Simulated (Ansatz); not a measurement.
# TiO2 monolayer (2H): following an unstable mode

Which phase does TiO2 monolayer (2H) fall into along its unstable mode, and how much energy does it gain?

Main program and level: Ansatz 0.2.0; DFT LDA, scalar-relativistic, plane waves, PAW.

### Step 1. The starting structure

The cell holds 3 atoms: 1 Ti and 2 O. Cell: a = 2.824 Å, b = 2.824 Å, c = 28.700 Å, α = 90.0°, β = 90.0°, γ = 120.0°. Vacuum lies along c.

### Step 2. The dispersion

The cell comes from relaxations at this level that are not shown. Stability and thermal properties need the whole zone. Linear response on a 6×6×1 q mesh gives force constants as far as a supercell of that size would.

The input, input.yaml:

```yaml
crystal:
  lattice:
    - [2.8240035933, 0.0, 0.0]
    - [-1.4120017967, 2.4456588521, 0.0]
    - [0.0, 0.0, 28.7]
  atoms:
    - { symbol: Ti, position: [0.3333333333, 0.6666666667, 0.3484320557] }
    - { symbol: O, position: [0.6666666667, 0.3333333333, 0.3871158937] }
    - { symbol: O, position: [0.6666666667, 0.3333333333, 0.3097482178] }
  periodic: [true, true, false]
kpoints:
  mp_grid: { grid: [12, 12, 1] }
hamiltonian:
  xc: lda
scf:
  occupations: { method: fixed }
output:
  eigenvalues: true
phonons:
  method: dfpt
  dielectric: true
  raman: true
  qmesh: [6, 6, 1]
  temperatures: { t_max: 1000, t_step: 50 }
  qpath:
    path:
      - [0.0, 0.0, 0.0]
      - [0.5, 0.0, 0.0]
      - [0.33333333, 0.33333333, 0.0]
      - [0.0, 0.0, 0.0]
    npoints: 10
  isolated: true
```

Launch:

```console
ansatz run input.yaml --threads 8 --pin off --max-ram 14336MiB --backend cpu --events-out ev --progress --plain --runs-dir out
```

Numbers of over 12 decimals in the logs are rounded to 6 here.

Output:

```text
Warning: phonons: the dynamical matrix that this run interpolates holds no multipole term above the dipole-dipole one, and a site of this crystal is no centre of inversion, so its interpolated transverse optical and acoustic branches and sound speeds can stay off near Gamma, and the density of states and the thermodynamics with them. What a run solves at a wave vector of phonons.qpoints, Gamma apart, where the deck admits one, is free of this, and under fd what a larger phonons.supercell samples
Warning: phonons.dielectric: true without phonons.rigid_motions: the static dielectric tensor ε⁰ will be withheld (ε∞, Z* and the rows of modes are given); for a crystal or a slab, whose only rigid motions are the translations, set phonons.rigid_motions: translations
Warning: crystal.symmetry: narrowed to the stabiliser of the run's FFT grids — unitary ops 12 → 6. A phonons.method: dfpt run fills in the rows of the dynamical matrix that it does not solve by its symmetry operations, which is exact only for operations that map its FFT grids onto themselves: filled in by any other, the frequencies could depend on the order in which like atoms are typed, or, by more than the grids' own error, on where the crystal sits among the grids' points. Excluded: 6 operations. The run can therefore solve more perturbations, solve them on more k-points, or both, and cost more. [rest of the remark cut]
Engine: ansatz 0.2.0, x86_64-unknown-linux-gnu
Pseudopotentials: kind: paw
Pseudopotential: Ti, paw, valence charge 12, recommended cutoff 420 eV (normal), Ti.paw.azcp
Pseudopotential: O, paw, valence charge 6, recommended cutoff 420 eV (normal), O.paw.azcp
Functional definition: SPW92
  exchange = slater_x
  correlation = pw_c
Crystal: 3 atoms, lattice volume = 198.218 Å³
Basis set: ecut = 420 eV, 3899 PW (Γ), exchange–correlation on 40×40×384 points (8 copies of the dense FFT grid, shifted against one another)
Bands: 16, of which v1, the nominal top of the filled ones, is band 12 counted from 1 (11 counted from 0)
Symmetry: 12 space group operations
k-points: 43 of 144 (irreducible under 2 space group operations, time reversal used)
Non-local potential: Ti, projectors of the file, l = 0: 3, l = 1: 2, l = 2: 3, l = 3: 1
Non-local potential: O, projectors of the file, l = 0: 2, l = 1: 2, l = 2: 1
PAW form: soft (Blöchl's): semilocal exchange-correlation on the pseudo side does not see the compensation charge
PAW frozen core: Ti, regenerated for the run's functional, and the local potential with it (the file was generated under x = pbe(κ = 0.804, μ = 0.219515), c = pbe(β = 0.066725))
PAW frozen core: O, regenerated for the run's functional, and the local potential with it (the file was generated under x = pbe(κ = 0.804, μ = 0.219515), c = pbe(β = 0.066725))
PAW one-centre angular grid: Ti, 590 points (default); XC on 64 Gauss nodes
PAW one-centre angular grid: O, 110 points (default); XC on 64 Gauss nodes
Initial density: superposition of atomic densities (neutral atoms: chi_scale 0, normalization atom), corrected by the library's trained network
Initial wavefunctions: pseudopotential atomic-orbital guess
Functional: x = slater, c = lda
SCF iter   1: F=—  HF=-3563.291529 eV  |F-HF|=—  |Δ(HF+E_count)|=         —  Δρ=9.03e-3  dr2=1.05e-1  ethr=1.77e-3  ⟨swp⟩=7.3  Hψ=4547  notcnv=0  defer=76
preconditioner: auto → none  [insulator: Δε(μ)=1.105 eV  Ē_g=9.854 eV  n_scr=16 (ndim 8)  ℏωp=10.5 eV  f_vac=0.820  ε∞_Penn≈2.1]
SCF iter   2: F=—  HF=-3563.295407 eV  |F-HF|=—  |Δ(HF+E_count)|=   3.88e-3  Δρ=9.30e-3  dr2=1.93e-1  ethr=4.39e-4  ⟨swp⟩=3.4  Hψ=1909  notcnv=0  defer=75
SCF iter   3: F=—  HF=-3563.266065 eV  |F-HF|=—  |Δ(HF+E_count)|=   2.93e-2  Δρ=3.27e-3  dr2=1.43e-2  ethr=4.39e-4  ⟨swp⟩=3.1  Hψ=1200  notcnv=0  defer=77
SCF iter   4: F=—  HF=-3563.263685 eV  |F-HF|=—  |Δ(HF+E_count)|=   2.38e-3  Δρ=9.37e-4  dr2=6.13e-4  ethr=5.97e-5  ⟨swp⟩=3.2  Hψ=1340  notcnv=0  defer=85
SCF iter   5: F=—  HF=-3563.263718 eV  |F-HF|=—  |Δ(HF+E_count)|=   3.36e-5  Δρ=1.55e-4  dr2=1.50e-5  ethr=2.55e-6  ⟨swp⟩=3.3  Hψ=1531  notcnv=0  defer=86
SCF iter   6: F=—  HF=-3563.263732 eV  |F-HF|=—  |Δ(HF+E_count)|=   1.41e-5  Δρ=3.55e-5  dr2=1.36e-6  ethr=6.24e-8  ⟨swp⟩=3.4  Hψ=1581  notcnv=0  defer=86
SCF iter   7: F=—  HF=-3563.263809 eV  |F-HF|=—  |Δ(HF+E_count)|=   7.71e-5  Δρ=8.11e-6  dr2=4.90e-8  ethr=5.69e-9  ⟨swp⟩=3.5  Hψ=1571  notcnv=0  defer=79
SCF iter   8: F=—  HF=-3563.263810 eV  |F-HF|=—  |Δ(HF+E_count)|=   6.37e-7  Δρ=1.72e-6  dr2=3.13e-9  ethr=2.04e-10  ⟨swp⟩=3.8  Hψ=1394  notcnv=0  defer=79
SCF iter   9: F=-3563.263810 eV  HF=-3563.263810 eV  |F-HF|=1.18e-11  |Δ(HF+E_count)|=   1.68e-9  Δρ=1.48e-7  dr2=1.94e-11  ethr=1.00e-12  ⟨swp⟩=17.7  Hψ=7788  notcnv=0
SCF 1 converged in 9 iterations: F = -3563.263810 eV  dr2 = 1.94e-11
  greatest PAW one-centre occupation: 0.999 electrons in one spin orbital (limit 2), on the Ti atom at site 0 (counted from 0), in its partial waves of l = 0
DFPT response loops at Γ: preconditioner auto → none (the input reference at scf.mixing.eps_inf says where Resta's filter doesn't serve); β = 0.50; Broyden in place of MSR1
── the response to a field inside a basis, on 12×12×1 k-points: an SCF that follows is theirs, and a resumed run solves both again ──
Bands: 13, of which v1, the nominal top of the filled ones, is band 12 counted from 1 (11 counted from 0)
k-points: 42 of 144 (irreducible under 2 space group operations, time reversal used)
Initial density: handed on by an earlier stage of this run
Initial wavefunctions: pseudopotential atomic-orbital guess (no wavefunctions were taken with the density)
Eigensolver: Dense (42 Hₖ)
SCF iter   1: F=—  HF=-3563.267191 eV  |F-HF|=—  |Δ(HF+E_count)|=         —  Δρ=2.53e-4  dr2=2.59e-5  ethr=1.00e-1
preconditioner: auto → none  [insulator: Δε(μ)=1.175 eV  Ē_g=7.747 eV  n_scr=16 (ndim 8)  ℏωp=10.5 eV  f_vac=0.816  ε∞_Penn≈2.9]
SCF iter   2: F=—  HF=-3563.267186 eV  |F-HF|=—  |Δ(HF+E_count)|=   4.86e-6  Δρ=1.40e-4  dr2=3.37e-5  ethr=1.08e-7
SCF iter   3: F=—  HF=-3563.267188 eV  |F-HF|=—  |Δ(HF+E_count)|=   1.80e-6  Δρ=1.50e-4  dr2=4.26e-5  ethr=1.08e-7
SCF iter   4: F=—  HF=-3563.267181 eV  |F-HF|=—  |Δ(HF+E_count)|=   6.84e-6  Δρ=2.02e-5  dr2=3.10e-7  ethr=1.08e-7
SCF iter   5: F=—  HF=-3563.267181 eV  |F-HF|=—  |Δ(HF+E_count)|=   2.45e-8  Δρ=3.01e-6  dr2=4.91e-9  ethr=1.29e-9
SCF iter   6: F=-3563.267181 eV  HF=-3563.267181 eV  |F-HF|=6.46e-11  |Δ(HF+E_count)|=  7.99e-10  Δρ=3.06e-7  dr2=8.66e-11  ethr=2.05e-11
SCF 1 converged in 6 iterations: F = -3563.267181 eV  dr2 = 8.66e-11
DFPT response loops at Γ: mixed as the last ones told, above
DFPT response loops at Γ: mixed as the last ones told, above
NSCF: frozen V_eff on 19 k-points
NSCF: frozen V_eff on 156 k-points
DFPT response loops at q = (0, 0.166667, 0) (fractional): mixed as the last ones told, above
NSCF: frozen V_eff on 156 k-points
DFPT response loops at q = (0, 0.333333, 0) (fractional): mixed as the last ones told, above
NSCF: frozen V_eff on 86 k-points
DFPT response loops at q = (0, -0.5, 0) (fractional): mixed as the last ones told, above
NSCF: frozen V_eff on 288 k-points
DFPT response loops at q = (0.166667, 0.166667, 0) (fractional): mixed as the last ones told, above
NSCF: frozen V_eff on 288 k-points
DFPT response loops at q = (0.166667, 0.333333, 0) (fractional): mixed as the last ones told, above
NSCF: frozen V_eff on 156 k-points
DFPT response loops at q = (0.333333, 0.333333, 0) (fractional): mixed as the last ones told, above
SCF converged after 9 iterations
Free energy (F): -3563.263810 eV
Harris-Foulkes:  -3563.263810 eV  (|F-HF|=1.18e-11)
Internal energy: -3563.263810 eV  (E = F + TS)
E sigma→0 (E₀):  -3563.263810 eV
Fermi energy:    -8.890099 eV
--- Per-component energies (eV) ---
  E_band       = -617.647512
  E_kinetic    = 622.412466
  E_local      = -47721.069444  (includes V_loc(G=0)·N_el)
  E_nonlocal   = 107.642003
  E_hartree    = 23462.310796
  E_xc         = -242.591834
  E_vxc        = -309.321271  (∫ρ·V_xc dr)
  E_paw        = -1291.014977  (= ΣΔE_a)
  E_vpaw       = -241.937858  (= ΣTr[D̂ρ^β])
  E_aug_tail   = 0.005121  (compensation charges beyond the density's cutoff)
  E_ewald      = 21498.522267
  E_core_change = 0.519793  (= ΣΔE_core)
  E_smearing   = -0.000000  (= −TS)
  E_closure    = -0.000000  (closes the sum)
  Σ components = -3563.263810   (vs F -3563.263810, Δ=0.00e0)
--- Band table (eV; the first three rows and the last of 43) ---
  k-point 0: bands = [... 8 lower, -11.9366, -10.5108, -10.5108, -9.1977, -5.6259, -4.3864, -4.3864, -4.3739]
  k-point 1: bands = [... 8 lower, -11.8408, -10.7106, -10.6260, -9.0866, -5.8655, -4.4439, -4.4082, -4.2902]
  k-point 2: bands = [... 8 lower, -11.5757, -11.1329, -10.9163, -8.9522, -6.4334, -4.4932, -4.4636, -4.1477]
  k-point 42: bands = [... 8 lower, -11.9560, -11.1724, -10.9618, -9.0995, -7.7135, -5.1204, -3.9227, -3.7784]
--- Phonons (Γ-DFPT): 6 representative perturbations + reference, on 43 of 144 k-points (Σ response iterations 32) ---
  ASR residual: 1.845e-4 → 0.000e0 eV/Å²; symmetrization residual: 8.001e-6 eV/Å²
  The last average, over the group as it would stand without the narrowing to the FFT grids, took up to 3.114e-7 eV/Å² of the zone centre's force constants
  ASR residual per site (eV/Å²): 2.74e-5 1.85e-4 1.84e-4
  Γ frequencies (cm⁻¹): -307.32 -307.32 0.00 0.00 0.00 442.84 442.84 638.51 748.15
  ε∞ (high-frequency dielectric tensor):
        1.967670     0.000000     0.000000
       -0.000000     1.967670     0.000000
        0.000000     0.000000     1.117435
  α∞ (the layer's polarisability for a field applied outside it; Å, Gaussian; ε∞ is over the cell's 28.700 Å):
        2.210036     0.000000     0.000000
       -0.000000     2.210036     0.000000
        0.000000     0.000000     0.268206
  ε⁰ (static dielectric tensor): not given — the deck does not say what the cell's rigid motions are, and on a molecule in a box or a wire the rigid rotations would enter the sum over the modes at Γ. For a crystal or a slab, whose only rigid motions are the translations, set phonons.rigid_motions: translations.
  Born effective charges Z* (e; rows j = field, columns β = displacement):
    site 0:
         4.91905    0.00000    0.00000
        -0.00000    4.91905    0.00000
         0.00000    0.00000    0.63725
    site 1:
        -2.45953    0.00000    0.00000
         0.00000   -2.45953    0.00000
        -0.00000    0.00000   -0.31863
    site 2:
        -2.45953   -0.00000   -0.00000
         0.00000   -2.45953   -0.00000
         0.00000   -0.00000   -0.31863
  Z* charge neutrality: 9.554e-4 e pre-enforcement
  solved inside a basis spanned on kpoints, on 12×12×1 k-points: ε∞ is read to err by 4.3e-3, Z* by 1.7e-2 e (field_mesh: kpoints solves on kpoints); Z* is corrected for what the basis lacks
  Raman tensors (in the event stream and the table raman_tensors.tsv): an entry may err by 7.2e-2 Å², one of the second-order susceptibility by 9.1e-2 pm/V (basis, points and sum rule); their sum over the sites missed zero by 8.444e-5 Å² ahead of its enforcement
  optical modes at Γ without the LO–TO term, one row a degenerate level:
      ω (cm⁻¹)  modes    IR ((D/Å)²/amu)  static Raman (Å⁴/amu)  depolarisation
       -307.32      2             0.0000                16.9638           0.750
        442.84      2            58.2173               137.2861           0.750
        638.51      1             0.4885                 0.0000               —
        748.15      1             0.0000               261.2310           0.111
--- Phonons (arbitrary-q DFPT): 7 irreducible q on the 6×6×1 mesh ---
  q = [0.0000, 0.0000, 0.0000] (star 1, of the zone-centre solve; hermiticity 2.78e-7, symmetrization 1.39e-7, taken by the last average 1.08e-8): -307.32 -307.32 -0.00 0.00 0.00 442.84 442.84 638.51 748.15
  q = [0.0000, 0.1667, 0.0000] (star 6, 9 solved perturbations on 78 of 144 k-point pairs; hermiticity 4.90e-7, symmetrization 6.11e-11, taken by the last average 7.04e-8): -248.77 -246.18 68.95 116.86 223.41 426.97 571.81 660.15 745.64
  q = [0.0000, 0.3333, 0.0000] (star 6, 9 solved perturbations on 78 of 144 k-point pairs; hermiticity 3.37e-7, symmetrization 1.13e-9, taken by the last average 3.31e-8): -238.91 82.29 213.07 256.05 395.59 415.25 485.71 632.63 745.41
  q = [0.0000, -0.5000, 0.0000] (star 3, 9 solved perturbations on 43 of 144 k-point pairs; hermiticity 1.31e-5, symmetrization 1.33e-5, taken by the last average 2.00e-7): -267.89 204.45 255.87 329.37 377.50 450.44 538.82 567.49 744.52
  q = [0.1667, 0.1667, 0.0000] (star 6, 6 solved perturbations in 666 linear systems a pass and spin channel, the states on 144 of 144 k-point pairs; hermiticity 1.17e-7, symmetrization 5.76e-11, taken by the last average 2.07e-8): -234.23 -93.09 213.25 227.56 344.25 409.60 505.30 645.15 744.14
  q = [0.1667, 0.3333, 0.0000] (star 12, 9 solved perturbations on 144 of 144 k-point pairs: no pair is spared here; hermiticity 1.77e-7, symmetrization 0.00e0, taken by the last average 6.79e-8): -277.46 205.56 311.83 326.23 391.47 453.92 477.79 589.26 741.06
  q = [0.3333, 0.3333, 0.0000] (star 2, 6 solved perturbations in 327 linear systems a pass and spin channel, the states on 78 of 144 k-point pairs; hermiticity 5.47e-6, symmetrization 2.00e-6, taken by the last average 5.38e-8): -302.34 246.79 353.73 364.99 441.81 462.41 466.19 539.91 736.57
  sum rule: each row above includes the acoustic sum rule's correction from the zone centre's row sums; it moved no ω² by more than (1.77 cm⁻¹)²
  mesh force constants: q→R imaginary residual 1.39e-16; ASR residual 1.845e-4 → 0.000e0 eV/Å²; symmetrization residual 4.263e-14 eV/Å²
  interpolated dispersion: 31 rows × 9 modes
  density of states and harmonic sums: on the 30×30×1 q-mesh, interpolated from the force constants of a 6×6×1 supercell (with the dipole–dipole term)
  largest difference from the sums on the solved wave vectors: F 2.19e-2 eV, S 3.00e-5 and C_V 7.97e-6 eV/K
  zero-point energy: 0.201511 eV/cell   skipped modes (ω ≤ 0): 128, of them read as no rigid motion or as one in doubt: 125 (1.348e0 modes/cell left out, lowest -307.32 cm⁻¹)   left out of the sums: 1.50e-1 of the cell's modes: C_V's classical limit lies that fraction below 3 k_B per atom; for a crystal, a wire or a layer, F and S can be off by more, and a phonons.interpolated_qmesh denser along its periods is the remedy for the sampling
```

Elapsed: 3.6 min, on 8 threads of Intel Xeon 6975P-C (Granite Rapids), shared host; peak memory 2.1 GiB.

Numbers from this step:

| Property | Result |
| --- | --- |
| gap on the k-mesh | 1.177 eV |
| sum-rule residual before enforcement | 1.85e-4 eV/Å² |
| miss of the charge sum rule | 9.55e-4 e |
| estimated error of the dielectric tensor | 0.004343 |
| estimated error of the Born charges | 0.01738 e |
| lowest frequency on the path | -307.3 cm⁻¹ |
| point group | -6m2 |
| highest frequency on the path or at a solved wavevector | 748.2 cm⁻¹ |
| area per atom | 2.302 Å² |
| highest optical mode at the zone centre (no LO-TO term) | 748.1 cm⁻¹ |
| lowest optical zone-centre mode | -307.3 cm⁻¹ |
| largest Born charge (third of the trace) | 3.492 e |
| lowest mode on the q mesh (acoustic modes at Γ apart) | -307.3 cm⁻¹ |

Frequencies (cm⁻¹) solved at each irreducible wavevector; negative means imaginary. Frequencies by wavevector, by row:

```csv
q in reciprocal lattice units,star,mode 1,mode 2,mode 3,mode 4,mode 5,mode 6,mode 7,mode 8,mode 9
0 0 0,1,-307.3,-307.3,0,0,0,442.8,442.8,638.5,748.1
0 0.1667 0,6,-248.8,-246.2,69,116.9,223.4,427,571.8,660.1,745.6
0 0.3333 0,6,-238.9,82.3,213.1,256.1,395.6,415.2,485.7,632.6,745.4
0 -0.5 0,3,-267.9,204.4,255.9,329.4,377.5,450.4,538.8,567.5,744.5
0.1667 0.1667 0,6,-234.2,-93.1,213.2,227.6,344.2,409.6,505.3,645.1,744.1
0.1667 0.3333 0,12,-277.5,205.6,311.8,326.2,391.5,453.9,477.8,589.3,741.1
0.3333 0.3333 0,2,-302.3,246.8,353.7,365,441.8,462.4,466.2,539.9,736.6
```

Interpolated from a 6×6×1 q mesh, with the LO-TO term (at Γ the limit along the path; where Γ stands inside the path, tables give the limit on arrival). Phonon branches along the path, in cm⁻¹:

```csv
point,branch 1,branch 2,branch 3,branch 4,branch 5,branch 6,branch 7,branch 8,branch 9
Γ,-307,-307,0,0,0,443,443,638,748
halfway,-226,-163,161,170,324,411,525,656,746
M,-268,204,256,329,378,450,539,568,744
halfway,-286,224,324,339,391,447,519,558,740
K,-302,247,354,365,442,462,466,540,737
halfway,-234,-93,213,228,344,410,505,645,744
Γ,-307,-307,0,0,0,443,443,638,748
```

The phonon branches as a text plot (rows in cm⁻¹):

```
    726 |********************************************************
    682 |       **
    638 |*******  ******                          ***************
    594 |   ****        ****                 *****         **
    550 |       **          *****************         *****
    506 |         ****    **      ******            **
    462 |***          ******************************         ****
    418 |   ************            ****   ******************
    374 |           **************** ********  *****
    330 |         **      **************   *******  **
    286 |       **    ****     ****               **  ***
    242 |           **  *******    ************     **   **
    198 |     **    ****  *********            ***  *****
    154 |   **  ****    **                            ***  **
    111 |     ****    **                          **     **
     67 | ******                                         *******
     23 | ****                                             *****
    -21 |*                                                      *
    -65 |           **
   -109 |                                           **
   -153 |         **
   -197 |       **                                    ***
   -241 |     ************                        *********
   -285 |*****            ************************         ******
         Γ                   M           K                      Γ
```

Symmetry leaves 7 wavevectors to solve. The lowest mode among them, the acoustic zeros apart, lies at Γ and is imaginary, 307.3i cm⁻¹, so the energy falls along it.

(Continued in part 2 of 3.)

[Logs are printed without paths, hosts, clocks, repeated set-up lines and the standing remarks that a program may print on its own settings, such as how far it seeks lower states.]

[Hosts, paths, dates, database ids (printed as entryN), source tags and the programs' standing remarks are cut or masked in the printed files.]
